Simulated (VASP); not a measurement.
# MoS (P6_3mc) in VASP: single point with PBE

Aim: the single point of MoS with PBE.

Everything below comes from runs of VASP 6.6.1. Logs are shortened: lines on timing, memory, paths and dates and some standing lists are left out, and cuts for length are marked.

**1. Starting point**

The structure is hexagonal, space group P6_3mc (No. 186). Conventional cell: a = 3.757 Å, b = 3.757 Å, c = 6.014 Å, α = 90.00°, β = 90.00°, γ = 120.00°. Mo (site symmetry 3m) is surrounded by 4 S at 2.28 to 2.30 Å. S (site symmetry 3m) is surrounded by 4 Mo at 2.28 to 2.30 Å.

The cell was built by a generator and needn't be a form met in nature.

**2. Single point, PBE**

The input, INCAR:

```
PREC = Accurate
ENCUT = 520
EDIFF = 1E-7
ISMEAR = -1
SIGMA = 0.0653
LREAL = False
LASPH = True
NELM = 80
ALGO = Fast
ISIF = 2
LWAVE = False
LCHARG = True
GGA = PE
LELF = True
LVHAR = True
NBANDS = 28
```

The input, KPOINTS:

```
regular mesh
0
Gamma
  10 10 6
```

The input, POSCAR:

```
MoS
1.0
    3.7571825200      0.0000000000      0.0000000000
   -1.8785912600      3.2538164100      0.0000000000
    0.0000000000      0.0000000000      6.0143728000
Mo S
2 2
Direct
    0.3333000000      0.6667000000      0.0000000000
    0.6666000000      0.3333000000      0.5000000000
    0.3333000000      0.6667000000      0.3821000000
    0.6666000000      0.3333000000      0.8821000000
```

Potentials or basis: VASP PAW PBE potentials, release 64 (Mo_sv, S).

Launch:

```
$ cat potpaw_PBE.64/Mo_sv/POTCAR potpaw_PBE.64/S/POTCAR > POTCAR
$ mpirun -np 1 vasp_std > vasp.out
```

OUTCAR:

```text
PREC = Accurate
   ENCUT = 520
   EDIFF = 1E-7
   ISMEAR = -1
   LREAL = False
   LASPH = True
   NELM = 80
   ISIF = 2
   GGA = PE

 ion  position               nearest neighbor table
   1  0.333  0.667  0.000-   4 2.28   4 2.28   4 2.28   3 2.30
   2  0.667  0.333  0.500-   3 2.28   3 2.28   3 2.28   4 2.30
   3  0.333  0.667  0.382-   2 2.28   2 2.28   2 2.28   1 2.30
   4  0.667  0.333  0.882-   1 2.28   1 2.28   1 2.28   2 2.30

  LATTYP: Found a hexagonal cell.
 ALAT       =     3.7571825200
 C/A-ratio  =     1.6007667362

  Lattice vectors:

 A1 = (   3.7571825200,   0.0000000000,   0.0000000000)
 A2 = (  -1.8785912600,   3.2538164100,   0.0000000000)
 A3 = (   0.0000000000,   0.0000000000,   6.0143728000)

Analysis of symmetry for initial positions (statically):
=====================================================================
 Subroutine PRICEL returns:
 Original cell was already a primitive cell.

 Routine SETGRP: Setting up the symmetry group for a
 hexagonal supercell.

 Subroutine GETGRP returns: Found  4 space group operations
 (whereof  1 operations were pure point group operations)
 out of a pool of 24 trial point group operations.

The static configuration has the point symmetry C_1 .
 The point group associated with its full space group is C_2v.

Analysis of symmetry for dynamics (positions and initial velocities):
=====================================================================
 Subroutine PRICEL returns:
 Original cell was already a primitive cell.

 Routine SETGRP: Setting up the symmetry group for a
 hexagonal supercell.

 Subroutine GETGRP returns: Found  4 space group operations
 (whereof  1 operations were pure point group operations)
 out of a pool of 24 trial point group operations.

The dynamic configuration has the point symmetry C_1 .
 The point group associated with its full space group is C_2v.

 Subroutine INISYM returns: Found  4 space group operations
 (whereof  1 operations are pure point group operations),
 and found     1 'primitive' translations

----------------------------------------------------------------------------------------

                                     Primitive cell

  volume of cell :      73.5268
[... 89 lines left out ...]
   LSORBIT =      F    spin-orbit coupling
   LASPH  =      T    aspherical Exc in radial PAW
   ENCUT  =  520.0 eV  38.22 Ry    6.18 a.u.   6.99  6.99 11.18*2*pi/ulx,y,z
   NELM   =     80;   NELMIN=  2; NELMDL= -5     # of ELM steps
   EDIFF  = 0.1E-06   stopping-criterion for ELM
   LREAL  =      F    real-space projection
   EDIFFG = 0.1E-05   stopping-criterion for IOM
   NSW    =      0    number of steps for IOM
   IBRION =     -1    ionic relax: 0-MD 1-quasi-New 2-CG
   NFREE  =      0    steps in history (QN), initial steepest desc. (CG)
   ISIF   =      2    stress and relaxation
   ISYM   =      2    0-nonsym 1-usesym 2-fastsym
   POTIM  = 0.5000    time-step for ionic-motion
   TEBEG  =    0.0;   TEEND  =   0.0 temperature during run
   PSTRESS=    0.0 pullay stress
   NELECT =      40.0000    total number of electrons
   NUPDOWN=      -1.0000    fix difference up-down
   EMIN   =  10.00;   EMAX   =-10.00  energy-range for DOS
   EFERMI =   0.00;   METHOD = LEGACY
   ISMEAR =    -1;   SIGMA  =   0.07  broadening in eV -4-tet -1-fermi 0-gaus
   EFERMI_NEDOS =   21; number of points for ismear=-14 and -15
   IALGO  =     68    algorithm
   IMIX   =      4    mixing-type and parameters
     AMIX     =   0.40;   BMIX     =  1.00
     AMIX_MAG =   1.60;   BMIX_MAG =  1.00
  volume/ion in A,a.u.               =      18.38       124.05
  Fermi-wavevector in a.u.,A,eV,Ry     =   1.336430  2.525487 24.300625  1.786046
  Thomas-Fermi vector in A             =   2.465057
   LORBIT       =      0    0 simple, 1 ext, 2 COOP (PROOUT), +10 PAW based schemes
   GGA     = PE    functional components
   LHFCALC =     F    Hartree Fock is set to
   AEXX    =    0.0000 exact exchange contribution
   IVDW    =     0    specifies the selected vdW correction
   LEPSILON=     F    determine dielectric tensor
   LRPA    =     F    only Hartree local field effects (RPA)
 non-spin polarized calculation
 RMM-DIIS sequential band-by-band and
  energy-cutoff  :      520.00
  volume of cell :       73.53
 maximum number of plane-waves:      1997
   NGX = 13   NGY = 13   NGZ = 23

 number of electron      40.0000002 magnetization

 Free energy of the ion-electron system (eV)
  ---------------------------------------------------
  ext. energy  EPLUGINS =         0.00000000
  ---------------------------------------------------
  free energy    TOTEN  =       -29.73183927 eV

  energy without entropy =      -29.67128477  energy(sigma->0) =      -29.70156202

 E-fermi :   8.4793     XC(G=0): -11.0329

 val. band max:        8.4631633511   @ k =   0.5000   0.3000   0.3333
 cond. band min:       8.4903059248   @ k =   0.2000   0.0000   0.1667
 fundamental gap:      0.0271425737
 Fermi energy:         8.4793052789

 k-point     1 :       0.0000    0.0000    0.0000
  band No.  band energies     occupation
      1     -52.4220      2.00000
      2     -52.4138      2.00000
      3     -26.7439      2.00000
      4     -26.6166      2.00000
      5     -26.5818      2.00000
      6     -26.5816      2.00000
[... 733 lines left out ...]
     27      13.9375      0.00000
     28      15.0018      0.00000

 [... further k-points ...]

------------------------ aborting loop because EDIFF is reached ----------------------------------------

  FORCE on cell =-STRESS in cart. coord.  units (eV):
  Direction    XX          YY          ZZ          XY          YZ          ZX
  --------------------------------------------------------------------------------------
  -------------------------------------------------------------------------------------
  Total        2.8757092      2.8897724      1.8122044      0.0000000      0.0000000      0.0000000
  in kB       62.6628100     62.9692516     39.4886323      0.0000000      0.0000000      0.0000000
  external PRESSURE =      55.0402313 kB  Pullay stress =       0.0000000 kB

 VOLUME and BASIS-vectors are now :
 -----------------------------------------------------------------------------
  energy-cutoff  :      520.00
  volume of cell :       73.53
      direct lattice vectors                 reciprocal lattice vectors
     3.757182520  0.000000000  0.000000000     0.266156886  0.153665707  0.000000000
    -1.878591260  3.253816410  0.000000000     0.000000000  0.307331415  0.000000000
     0.000000000  0.000000000  6.014372800     0.000000000  0.000000000  0.166268376

 POSITION                                       TOTAL-FORCE (eV/Angst)
 -----------------------------------------------------------------------------------
     -0.00019      2.16932      0.00000         0.000000     -0.003163      0.229068
      1.87840      1.08450      3.00719         0.000000      0.003163      0.229068
     -0.00019      2.16932      2.29809        -0.000000     -0.003178     -0.229068
      1.87840      1.08450      5.30528         0.000000      0.003178     -0.229068
 -----------------------------------------------------------------------------------
    total drift:                               -0.000000     -0.000000     -0.000189

  FREE ENERGIE OF THE ION-ELECTRON SYSTEM (eV)
  ---------------------------------------------------
  free  energy   TOTEN  =       -29.7318392663 eV

  energy  without entropy=      -29.6712847745  energy(sigma->0) =      -29.70156202
```

Run time: 4.5 min. Hardware: 1 thread of Intel Xeon Platinum 8259CL at 2.50GHz (Skylake/Cascade Lake), shared host; peak memory 0.33 GiB.

Results:

```
Free energy            : -29.7318 eV
Pressure               : 5.5 GPa
Largest force          : 0.229 eV/Å
Band gap on the k mesh : none (metal or under the smearing width)
```

Forces on the atoms (eV/Å):
```
Mo   0.000 -0.003  0.229
Mo   0.000  0.003  0.229
S    0.000 -0.003 -0.229
S    0.000  0.003 -0.229
```

Stress tensor (GPa, compression positive):
```
6.27 0.00 0.00
0.00 6.30 0.00
0.00 0.00 3.95
```

Levels at points of the mesh, in eV from the Fermi level:
| k point | band 16 | band 17 | band 18 | band 19 | band 20 | band 21 | band 22 | band 23 | band 24 | band 25 |
| --- | --- | --- | --- | --- | --- | --- | --- | --- | --- | --- |
| (0.00, 0.00, 0.00) | -5.46 | -1.42 | -1.42 | -0.09 | -0.09 | 0.18 | 1.69 | 2.90 | 2.90 | 3.31 |
| (0.50, 0.00, 0.00) | -4.50 | -1.93 | -1.47 | -0.42 | -0.38 | -0.03 | 0.44 | 0.64 | 1.62 | 2.46 |
| (0.00, 0.50, 0.00) | -4.50 | -1.93 | -1.47 | -0.42 | -0.38 | -0.03 | 0.44 | 0.64 | 1.62 | 2.46 |
| (0.00, 0.00, 0.50) | -5.69 | -0.64 | -0.64 | -0.64 | -0.64 | 2.22 | 2.22 | 3.66 | 3.66 | 3.66 |
| (0.50, 0.00, 0.50) | -4.94 | -0.80 | -0.80 | -0.16 | -0.16 | -0.07 | -0.07 | 1.77 | 1.77 | 1.81 |
| (0.00, 0.50, 0.50) | -4.94 | -0.80 | -0.80 | -0.16 | -0.16 | -0.07 | -0.07 | 1.77 | 1.77 | 1.81 |
